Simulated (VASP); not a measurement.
A run of VASP 6.6.1 is set up as follows.

POSCAR

```
Ge
1.0
    0.0000000000      2.8289100000      2.8289100000
    2.8289100000      0.0000000000      2.8289100000
    2.8289100000      2.8289100000      0.0000000000
Ge
2
Direct
    0.0000000000      0.0000000000      0.0000000000
    0.2500000000      0.2500000000      0.2500000000
```

INCAR.step1

```
SYSTEM = Ge
ALGO = Normal
EDIFF = 1E-5
ENCUT = 520
GGA = PE
ISIF = 2
ISMEAR = 0
KPAR = 2
LASPH = .TRUE.
LCHARG = .FALSE.
LREAL = .FALSE.
LWAVE = .TRUE.
NELM = 80
PREC = Accurate
SIGMA = 0.03
```

INCAR.step2

```
SYSTEM = Ge
ALGO = Normal
EDIFF = 1E-7
ENCUT = 520
ISIF = 2
ISMEAR = 0
ISTART = 1
KPAR = 2
LASPH = .TRUE.
LCHARG = .FALSE.
LREAL = .FALSE.
LWAVE = .FALSE.
METAGGA = MBJ
NELM = 80
PREC = Accurate
SIGMA = 0.03
```

Contents of KPOINTS:

```
k-points
0
G
  10 10 10
  0 0 0
```

File KPOINTS_OPT:

```
explicit points
101
Reciprocal
 0.0000000000  0.0000000000  0.0000000000 1
 0.0555555556  0.0000000000  0.0555555556 1
 0.1111111111  0.0000000000  0.1111111111 1
 0.1666666667  0.0000000000  0.1666666667 1
 0.2222222222  0.0000000000  0.2222222222 1
 0.2777777778  0.0000000000  0.2777777778 1
 0.3333333333  0.0000000000  0.3333333333 1
 0.3888888889  0.0000000000  0.3888888889 1
 0.4444444444  0.0000000000  0.4444444444 1
 0.5000000000  0.0000000000  0.5000000000 1
 0.5000000000  0.0000000000  0.5000000000 1
 0.5000000000  0.0277777778  0.5277777778 1
 0.5000000000  0.0555555556  0.5555555556 1
 0.5000000000  0.0833333333  0.5833333333 1
 0.5000000000  0.1111111111  0.6111111111 1
 0.5000000000  0.1388888889  0.6388888889 1
 0.5000000000  0.1666666667  0.6666666667 1
 0.5000000000  0.1944444444  0.6944444444 1
 0.5000000000  0.2222222222  0.7222222222 1
 0.5000000000  0.2500000000  0.7500000000 1
 0.5000000000  0.2500000000  0.7500000000 1
 0.4861111111  0.2638888889  0.7500000000 1
 0.4722222222  0.2777777778  0.7500000000 1
 0.4583333333  0.2916666667  0.7500000000 1
 0.4444444444  0.3055555556  0.7500000000 1
 0.4305555556  0.3194444444  0.7500000000 1
 0.4166666667  0.3333333333  0.7500000000 1
 0.4027777778  0.3472222222  0.7500000000 1
 0.3888888889  0.3611111111  0.7500000000 1
 0.3750000000  0.3750000000  0.7500000000 1
 0.3750000000  0.3750000000  0.7500000000 1
 0.3333333333  0.3333333333  0.6666666667 1
 0.2916666667  0.2916666667  0.5833333333 1
 0.2500000000  0.2500000000  0.5000000000 1
 0.2083333333  0.2083333333  0.4166666667 1
 0.1666666667  0.1666666667  0.3333333333 1
 0.1250000000  0.1250000000  0.2500000000 1
 0.0833333333  0.0833333333  0.1666666667 1
 0.0416666667  0.0416666667  0.0833333333 1
 0.0000000000  0.0000000000  0.0000000000 1
 0.0000000000  0.0000000000  0.0000000000 1
 0.0555555556  0.0555555556  0.0555555556 1
 0.1111111111  0.1111111111  0.1111111111 1
 0.1666666667  0.1666666667  0.1666666667 1
 0.2222222222  0.2222222222  0.2222222222 1
 0.2777777778  0.2777777778  0.2777777778 1
 0.3333333333  0.3333333333  0.3333333333 1
 0.3888888889  0.3888888889  0.3888888889 1
 0.4444444444  0.4444444444  0.4444444444 1
 0.5000000000  0.5000000000  0.5000000000 1
 0.5000000000  0.5000000000  0.5000000000 1
 0.5138888889  0.4722222222  0.5138888889 1
 0.5277777778  0.4444444444  0.5277777778 1
 0.5416666667  0.4166666667  0.5416666667 1
 0.5555555556  0.3888888889  0.5555555556 1
 0.5694444444  0.3611111111  0.5694444444 1
 0.5833333333  0.3333333333  0.5833333333 1
 0.5972222222  0.3055555556  0.5972222222 1
 0.6111111111  0.2777777778  0.6111111111 1
 0.6250000000  0.2500000000  0.6250000000 1
 0.6250000000  0.2500000000  0.6250000000 1
 0.6111111111  0.2500000000  0.6388888889 1
 0.5972222222  0.2500000000  0.6527777778 1
 0.5833333333  0.2500000000  0.6666666667 1
 0.5694444444  0.2500000000  0.6805555556 1
 0.5555555556  0.2500000000  0.6944444444 1
 0.5416666667  0.2500000000  0.7083333333 1
 0.5277777778  0.2500000000  0.7222222222 1
 0.5138888889  0.2500000000  0.7361111111 1
 0.5000000000  0.2500000000  0.7500000000 1
 0.5000000000  0.2500000000  0.7500000000 1
 0.5000000000  0.2777777778  0.7222222222 1
 0.5000000000  0.3055555556  0.6944444444 1
 0.5000000000  0.3333333333  0.6666666667 1
 0.5000000000  0.3611111111  0.6388888889 1
 0.5000000000  0.3888888889  0.6111111111 1
 0.5000000000  0.4166666667  0.5833333333 1
 0.5000000000  0.4444444444  0.5555555556 1
 0.5000000000  0.4722222222  0.5277777778 1
 0.5000000000  0.5000000000  0.5000000000 1
 0.5000000000  0.5000000000  0.5000000000 1
 0.4861111111  0.4861111111  0.5277777778 1
 0.4722222222  0.4722222222  0.5555555556 1
 0.4583333333  0.4583333333  0.5833333333 1
 0.4444444444  0.4444444444  0.6111111111 1
 0.4305555556  0.4305555556  0.6388888889 1
 0.4166666667  0.4166666667  0.6666666667 1
 0.4027777778  0.4027777778  0.6944444444 1
 0.3888888889  0.3888888889  0.7222222222 1
 0.3750000000  0.3750000000  0.7500000000 1
 0.6250000000  0.2500000000  0.6250000000 1
 0.6111111111  0.2222222222  0.6111111111 1
 0.5972222222  0.1944444444  0.5972222222 1
 0.5833333333  0.1666666667  0.5833333333 1
 0.5694444444  0.1388888889  0.5694444444 1
 0.5555555556  0.1111111111  0.5555555556 1
 0.5416666667  0.0833333333  0.5416666667 1
 0.5277777778  0.0555555556  0.5277777778 1
 0.5138888889  0.0277777778  0.5138888889 1
 0.5000000000  0.0000000000  0.5000000000 1
 0.0000000000  0.0000000000  0.0000000000 1
```

Potentials or basis: VASP PAW PBE potentials, release 64 (Ge_d).

Run with:

```console
$ cat potpaw_PBE.64/Ge_d/POTCAR > POTCAR
$ cp INCAR.step1 INCAR
$ mpirun -np 2 vasp_std > vasp.out
$ cp INCAR.step2 INCAR
$ mpirun -np 2 vasp_std > vasp.out
```

(1) Estimate the band gap on the k mesh.

(2) Predict the band gap along the path.

## Answers

(1) 0.71 eV, indirect (least direct gap 0.75 eV).

(2) 0.71 eV, indirect (least direct gap 0.75 eV).

**Experimental background.**

From “Temperature-dependent photoluminescence in Ge: experiment and theory”, 2020, arxiv:2003.00143, for a bulk crystal of Ge at 0 K: band gap 0.744 eV (indirect).

Measured gap of Ge: 0.744 eV (indirect; 0 K; “Temperature-dependent photoluminescence in Ge: experiment and theory”, 2020, arxiv:2003.00143). This calculation gives 0.71 eV (-0.03 eV). 3 values of this kind are on record (0.666 to 0.807 eV); this one was drawn at random among those near their median. Spin-orbit coupling on Ge is left out. The value is that of TB-mBJ, without temperature or zero-point motion.
